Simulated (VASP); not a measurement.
# AlP (F-43m) in VASP: a series of runs

One crystal, AlP, is run at these levels: PBEsol; tasks: relaxation of cell and atoms.

Program: VASP 6.6.1. These are calculated values, not measurements. Logs are shortened: lines on timing, memory, paths and dates and some standing lists are left out, and cuts for length are marked.

## (1) The crystal as given

Symmetry: F-43m, No. 216, cubic system. Conventional cell: a = 5.451 Å, b = 5.451 Å, c = 5.451 Å, α = 90.00°, β = 90.00°, γ = 90.00°. Al (site symmetry -43m) is surrounded by 4 P at 2.36 Å. P (site symmetry -43m) is surrounded by 4 Al at 2.36 Å.

## (2) Relaxation of cell and atoms, PBEsol

The input, INCAR:

```
PREC = Accurate ; ENCUT = 600
EDIFF = 1E-6 ; ISMEAR = 0
SIGMA = 0.03 ; LREAL = F
LASPH = T ; NELM = 80
ALGO = Normal ; ISIF = 3
LWAVE = F ; LCHARG = F
GGA = PS ; IBRION = 2
NSW = 90 ; EDIFFG = -0.01
```

The input, KPOINTS:

```
regular mesh
0
Gamma
  8 8 8
```

The input, POSCAR:

```
AlP
1.0
    0.0000000000      2.7255000000      2.7255000000
    2.7255000000      0.0000000000      2.7255000000
    2.7255000000      2.7255000000      0.0000000000
Al P
1 1
Direct
    0.0000000000      0.0000000000      0.0000000000
    0.2500000000      0.2500000000      0.2500000000
```

Potentials or basis: VASP PAW PBE potentials, release 64 (Al, P).

Launch:

```console
cat potpaw_PBE.64/Al/POTCAR potpaw_PBE.64/P/POTCAR > POTCAR
mpirun -np 1 vasp_std > vasp.out
```

OUTCAR:

```text
PREC = Accurate
   ENCUT = 600
   EDIFF = 1E-6
   ISMEAR = 0
   LREAL = F
   LASPH = T
   NELM = 80
   ISIF = 3
   GGA = PS
   IBRION = 2
   NSW = 90
   EDIFFG = -0.01

 ion  position               nearest neighbor table
   1  0.000  0.000  0.000-   2 2.36   2 2.36   2 2.36   2 2.36
   2  0.250  0.250  0.250-   1 2.36   1 2.36   1 2.36   1 2.36

  LATTYP: Found a face centered cubic cell.
 ALAT       =     5.4510000000

  Lattice vectors:

 A1 = (   0.0000000000,   2.7255000000,   2.7255000000)
 A2 = (   2.7255000000,   0.0000000000,   2.7255000000)
 A3 = (   2.7255000000,   2.7255000000,   0.0000000000)

Analysis of symmetry for initial positions (statically):
=====================================================================
 Subroutine PRICEL returns:
 Original cell was already a primitive cell.

 Routine SETGRP: Setting up the symmetry group for a
 face centered cubic supercell.

 Subroutine GETGRP returns: Found 24 space group operations
 (whereof 24 operations were pure point group operations)
 out of a pool of 48 trial point group operations.

The static configuration has the point symmetry T_d .

Analysis of symmetry for dynamics (positions and initial velocities):
=====================================================================
 Subroutine PRICEL returns:
 Original cell was already a primitive cell.

 Routine SETGRP: Setting up the symmetry group for a
 face centered cubic supercell.

 Subroutine GETGRP returns: Found 24 space group operations
 (whereof 24 operations were pure point group operations)
 out of a pool of 48 trial point group operations.

The dynamic configuration has the point symmetry T_d .

 Subroutine INISYM returns: Found 24 space group operations
 (whereof 24 operations are pure point group operations),
 and found     1 'primitive' translations

----------------------------------------------------------------------------------------

                                     Primitive cell

  volume of cell :      40.4919

  direct lattice vectors                    reciprocal lattice vectors
     0.000000000  2.725500000  2.725500000    -0.183452578  0.183452578  0.183452578
     2.725500000  0.000000000  2.725500000     0.183452578 -0.183452578  0.183452578
[... 99 lines left out ...]
   EFERMI =   0.00;   METHOD = LEGACY
   ISMEAR =     0;   SIGMA  =   0.03  broadening in eV -4-tet -1-fermi 0-gaus
   EFERMI_NEDOS =   21; number of points for ismear=-14 and -15
   IALGO  =     38    algorithm
   IMIX   =      4    mixing-type and parameters
     AMIX     =   0.40;   BMIX     =  1.00
     AMIX_MAG =   1.60;   BMIX_MAG =  1.00
  volume/ion in A,a.u.               =      20.25       136.63
  Fermi-wavevector in a.u.,A,eV,Ry     =   0.953488  1.801831 12.369596  0.909140
  Thomas-Fermi vector in A             =   2.082148
   LORBIT       =      0    0 simple, 1 ext, 2 COOP (PROOUT), +10 PAW based schemes
   GGA     = PS    functional components
   LHFCALC =     F    Hartree Fock is set to
   AEXX    =    0.0000 exact exchange contribution
   IVDW    =     0    specifies the selected vdW correction
   LEPSILON=     F    determine dielectric tensor
   LRPA    =     F    only Hartree local field effects (RPA)
 conjugate gradient relaxation of ions
 non-spin polarized calculation
 Gauss-broadening in eV      SIGMA  =   0.03
  energy-cutoff  :      600.00
  volume of cell :       40.49
 maximum number of plane-waves:      1365
   NGX = 15   NGY = 15   NGZ = 15

--------------------------------------- Ionic step        1  -------------------------------------------

 number of electron       8.0000000 magnetization

 Free energy of the ion-electron system (eV)
  ---------------------------------------------------
  ext. energy  EPLUGINS =         0.00000000
  ---------------------------------------------------
  free energy    TOTEN  =       -10.99407486 eV

  energy without entropy =      -10.99407486  energy(sigma->0) =      -10.99407486

------------------------ aborting loop because EDIFF is reached ----------------------------------------

  FORCE on cell =-STRESS in cart. coord.  units (eV):
  Direction    XX          YY          ZZ          XY          YZ          ZX
  --------------------------------------------------------------------------------------
  -------------------------------------------------------------------------------------
  Total        0.2526083      0.2526083      0.2526083      0.0000000      0.0000000      0.0000000
  in kB        9.9951583      9.9951583      9.9951583      0.0000000      0.0000000      0.0000000
  external PRESSURE =       9.9951583 kB  Pullay stress =       0.0000000 kB
[... 59 lines left out ...]
--------------------------------------- Ionic step        3  -------------------------------------------

 number of electron       8.0000000 magnetization

 Free energy of the ion-electron system (eV)
  ---------------------------------------------------
  ext. energy  EPLUGINS =         0.00000000
  ---------------------------------------------------
  free energy    TOTEN  =       -10.99548267 eV

  energy without entropy =      -10.99548267  energy(sigma->0) =      -10.99548267

 E-fermi :   4.6236     XC(G=0):  -9.3409

 val. band max:        4.4778618740   @ k =   0.0000   0.0000   0.0000
 cond. band min:       5.9286929274   @ k =   0.5000   0.5000   0.0000
 fundamental gap:      1.4508310534
 Fermi energy:         4.6235539424

 k-point     1 :       0.0000    0.0000    0.0000
  band No.  band energies     occupation
      1      -7.0136      2.00000
      2       4.4779      2.00000
      3       4.4779      2.00000
      4       4.4779      2.00000
      5       7.6288      0.00000
      6       8.9814      0.00000
      7       8.9814      0.00000
      8       8.9814      0.00000
[... 243 lines left out ...]
 k-point    24 :      -0.3750    0.2500    0.1250
  band No.  band energies     occupation
      1      -5.0175      2.00000
      2      -0.7104      2.00000
      3       1.8622      2.00000
      4       2.9833      2.00000
      5       8.3362      0.00000
      6       8.9121      0.00000
      7      11.2957      0.00000
      8      12.0871      0.00000

 [... further k-points ...]

------------------------ aborting loop because EDIFF is reached ----------------------------------------

  FORCE on cell =-STRESS in cart. coord.  units (eV):
  Direction    XX          YY          ZZ          XY          YZ          ZX
  --------------------------------------------------------------------------------------
  -------------------------------------------------------------------------------------
  Total        0.0010686      0.0010686      0.0010686      0.0000000      0.0000000      0.0000000
  in kB        0.0418108      0.0418108      0.0418108      0.0000000      0.0000000      0.0000000
  external PRESSURE =       0.0418108 kB  Pullay stress =       0.0000000 kB
[... 17 lines left out ...]
  FREE ENERGIE OF THE ION-ELECTRON SYSTEM (eV)
  ---------------------------------------------------
  free  energy   TOTEN  =       -10.9954826746 eV

  energy  without entropy=      -10.9954826746  energy(sigma->0) =      -10.99548267

 reached required accuracy - stopping structural energy minimisation
```

OSZICAR:

```text
N       E                     dE             d eps       ncg     rms          rms(c)
DAV:   1     0.118541358511E+02    0.11854E+02   -0.35293E+03   464   0.862E+02
DAV:   2    -0.107905109613E+02   -0.22645E+02   -0.22327E+02   632   0.928E+01
DAV:   3    -0.113616112181E+02   -0.57110E+00   -0.57110E+00   576   0.193E+01
[... 20 lines left out ...]
DAV:   2    -0.109955850808E+02    0.50617E-03   -0.12942E-03   536   0.197E-01    0.717E-02
DAV:   3    -0.109954888911E+02    0.96190E-04   -0.37462E-04   592   0.101E-01    0.206E-02
DAV:   4    -0.109954837027E+02    0.51883E-05   -0.91701E-06   536   0.220E-02    0.169E-02
DAV:   5    -0.109954824402E+02    0.12625E-05   -0.31643E-06   480   0.103E-02    0.696E-03
DAV:   6    -0.109954826746E+02   -0.23434E-06   -0.10209E-07   232   0.275E-03
   3 F= -.10995483E+02 E0= -.10995483E+02  d E =-.140781E-02
```

Run time: 14 s. Hardware: 1 thread of Intel Xeon Platinum 8559C (Emerald Rapids), shared host; peak memory 0.17 GiB.

What came out:

```yaml
Free_energy: -10.9955 eV
Relaxed_volume: 20.47 Å³/atom
Relaxed_cell: a = 3.869 Å, b = 3.869 Å, c = 3.869 Å, α = 60.00°, β = 60.00°, γ = 60.00°
Space_group_after_relaxing_to_0.05_Å: F-43m (No. 216)
Energy_gained_by_relaxing: 0.7 meV/atom
Ionic_steps: 3
Pressure_after_relaxing: 0.0 GPa
Band_gap_on_the_k_mesh: 1.45 eV, indirect (least direct gap 3.15 eV)
```

The path:
| step | energy change (eV) | largest force (eV/Å) | pressure (GPa) | volume (Å³) |
| --- | --- | --- | --- | --- |
| 1 | 0.0000 | 0.0000 | 1.00 | 40.49 |
| 2 | -0.0009 | 0.0000 | -0.60 | 41.24 |
| 3 | -0.0014 | 0.0000 | 0.00 | 40.95 |

Final structure:
```yaml
crystal:
  lattice:
    - [0.00000, 2.73570, 2.73570]
    - [2.73570, 0.00000, 2.73570]
    - [2.73570, 2.73570, 0.00000]
  atoms:
    - { symbol: Al, position: [0.00000, 0.00000, 0.00000] }
    - { symbol: P, position: [0.25000, 0.25000, 0.25000] }
```

Caveat: the PAW data sets were made with another functional, which shifts forces and pressure a little. Zero-point motion and thermal expansion aren't in these numbers.

## (3) Relaxation of cell and atoms, PBEsol

This run uses another cell than the first one, of 20.47 Å³/atom, 1.011 times its volume.

The input, INCAR:

```
PREC = Accurate ; ENCUT = 600
EDIFF = 1E-7 ; ISMEAR = 0
SIGMA = 0.03 ; LREAL = F
LASPH = T ; NELM = 80
ALGO = Normal ; ISIF = 3
LWAVE = F ; LCHARG = F
GGA = PS ; IBRION = 2
NSW = 90 ; EDIFFG = -0.005
```

KPOINTS is that of step 2.

The input, POSCAR:

```
AlP                                     
1.0
    0.0000000000      2.7357031041      2.7357031041
    2.7357031041     -0.0000000000      2.7357031041
    2.7357031041      2.7357031041      0.0000000000
  Al              P             
     1     1
Direct
     0.0000000000000000    0.0000000000000000    0.0000000000000000
     0.2500000000000000    0.2500000000000000    0.2500000000000000
```

Potentials or basis: VASP PAW PBE potentials, release 64 (Al, P).

Launch:

```console
cat potpaw_PBE.64/Al/POTCAR potpaw_PBE.64/P/POTCAR > POTCAR
mpirun -np 1 vasp_std > vasp.out
```

OUTCAR:

```text
PREC = Accurate
   ENCUT = 600
   EDIFF = 1E-7
   ISMEAR = 0
   LREAL = F
   LASPH = T
   NELM = 80
   ISIF = 3
   GGA = PS
   IBRION = 2
   NSW = 90
   EDIFFG = -0.005

 ion  position               nearest neighbor table
   1  0.000  0.000  0.000-   2 2.37   2 2.37   2 2.37   2 2.37
   2  0.250  0.250  0.250-   1 2.37   1 2.37   1 2.37   1 2.37

  LATTYP: Found a face centered cubic cell.
 ALAT       =     5.4714062082

  Lattice vectors:

 A1 = (   0.0000000000,   2.7357031041,   2.7357031041)
 A2 = (   2.7357031041,   0.0000000000,   2.7357031041)
 A3 = (   2.7357031041,   2.7357031041,   0.0000000000)

Analysis of symmetry for initial positions (statically):
=====================================================================
 Subroutine PRICEL returns:
 Original cell was already a primitive cell.

 Routine SETGRP: Setting up the symmetry group for a
 face centered cubic supercell.

 Subroutine GETGRP returns: Found 24 space group operations
 (whereof 24 operations were pure point group operations)
 out of a pool of 48 trial point group operations.

The static configuration has the point symmetry T_d .

Analysis of symmetry for dynamics (positions and initial velocities):
=====================================================================
 Subroutine PRICEL returns:
 Original cell was already a primitive cell.

 Routine SETGRP: Setting up the symmetry group for a
 face centered cubic supercell.

 Subroutine GETGRP returns: Found 24 space group operations
 (whereof 24 operations were pure point group operations)
 out of a pool of 48 trial point group operations.

The dynamic configuration has the point symmetry T_d .

 Subroutine INISYM returns: Found 24 space group operations
 (whereof 24 operations are pure point group operations),
 and found     1 'primitive' translations

----------------------------------------------------------------------------------------
[... 113 lines left out ...]
     AMIX_MAG =   1.60;   BMIX_MAG =  1.00
  volume/ion in A,a.u.               =      20.47       138.17
  Fermi-wavevector in a.u.,A,eV,Ry     =   0.949932  1.795111 12.277501  0.902371
  Thomas-Fermi vector in A             =   2.078261
   LORBIT       =      0    0 simple, 1 ext, 2 COOP (PROOUT), +10 PAW based schemes
   GGA     = PS    functional components
   LHFCALC =     F    Hartree Fock is set to
   AEXX    =    0.0000 exact exchange contribution
   IVDW    =     0    specifies the selected vdW correction
   LEPSILON=     F    determine dielectric tensor
   LRPA    =     F    only Hartree local field effects (RPA)
 conjugate gradient relaxation of ions
 non-spin polarized calculation
 Gauss-broadening in eV      SIGMA  =   0.03
  energy-cutoff  :      600.00
  volume of cell :       40.95
 maximum number of plane-waves:      1384
   NGX = 15   NGY = 15   NGZ = 15

 number of electron       8.0000000 magnetization

 Free energy of the ion-electron system (eV)
  ---------------------------------------------------
  ext. energy  EPLUGINS =         0.00000000
  ---------------------------------------------------
  free energy    TOTEN  =       -10.99550767 eV

  energy without entropy =      -10.99550767  energy(sigma->0) =      -10.99550767

 E-fermi :   4.6236     XC(G=0):  -9.3409

 val. band max:        4.4779313972   @ k =   0.0000   0.0000   0.0000
 cond. band min:       5.9286505634   @ k =   0.5000   0.5000   0.0000
 fundamental gap:      1.4507191662
 Fermi energy:         4.6235943988

 k-point     1 :       0.0000    0.0000    0.0000
  band No.  band energies     occupation
      1      -7.0135      2.00000
      2       4.4779      2.00000
      3       4.4779      2.00000
      4       4.4779      2.00000
      5       7.6288      0.00000
      6       8.9815      0.00000
      7       8.9815      0.00000
      8       8.9815      0.00000
[... 243 lines left out ...]
 k-point    24 :      -0.3750    0.2500    0.1250
  band No.  band energies     occupation
      1      -5.0174      2.00000
      2      -0.7104      2.00000
      3       1.8622      2.00000
      4       2.9833      2.00000
      5       8.3362      0.00000
      6       8.9121      0.00000
      7      11.2957      0.00000
      8      12.0871      0.00000

 [... further k-points ...]
[... 5 lines left out ...]
  --------------------------------------------------------------------------------------
  -------------------------------------------------------------------------------------
  Total        0.0005972      0.0005972      0.0005972      0.0000000      0.0000000     -0.0000000
  in kB        0.0233680      0.0233680      0.0233680      0.0000000      0.0000000     -0.0000000
  external PRESSURE =       0.0233680 kB  Pullay stress =       0.0000000 kB

 VOLUME and BASIS-vectors are now :
 -----------------------------------------------------------------------------
  energy-cutoff  :      600.00
  volume of cell :       40.95
      direct lattice vectors                 reciprocal lattice vectors
     0.000000000  2.735703104  2.735703104    -0.182768371  0.182768371  0.182768371
     2.735703104  0.000000000  2.735703104     0.182768371 -0.182768371  0.182768371
     2.735703104  2.735703104  0.000000000     0.182768371  0.182768371 -0.182768371

 POSITION                                       TOTAL-FORCE (eV/Angst)
 -----------------------------------------------------------------------------------
      0.00000      0.00000      0.00000        -0.000000     -0.000000     -0.000000
      1.36785      1.36785      1.36785         0.000000      0.000000      0.000000
 -----------------------------------------------------------------------------------
    total drift:                               -0.000000     -0.000000     -0.000000

  FREE ENERGIE OF THE ION-ELECTRON SYSTEM (eV)
  ---------------------------------------------------
  free  energy   TOTEN  =       -10.9955076738 eV

  energy  without entropy=      -10.9955076738  energy(sigma->0) =      -10.99550767

 reached required accuracy - stopping structural energy minimisation
```

Wall time 8.5 s (1 thread of Intel Xeon Platinum 8559C (Emerald Rapids), shared host); peak memory 0.17 GiB.

Results:

```
Free energy             : -10.9955 eV
Pressure after relaxing : 0.0 GPa
Band gap on the k mesh  : 1.45 eV, indirect (least direct gap 3.15 eV)
```

Final structure:
```
CELL_PARAMETERS angstrom
0.00000 2.73570 2.73570
2.73570 0.00000 2.73570
2.73570 2.73570 0.00000
ATOMIC_POSITIONS crystal
Al 0.00000 0.00000 0.00000
P 0.25000 0.25000 0.25000
```

Caveat: the relaxation stopped at its first step, so nothing moved; the PAW data sets were made with another functional, which shifts forces and pressure a little. A k mesh can miss the band edges.
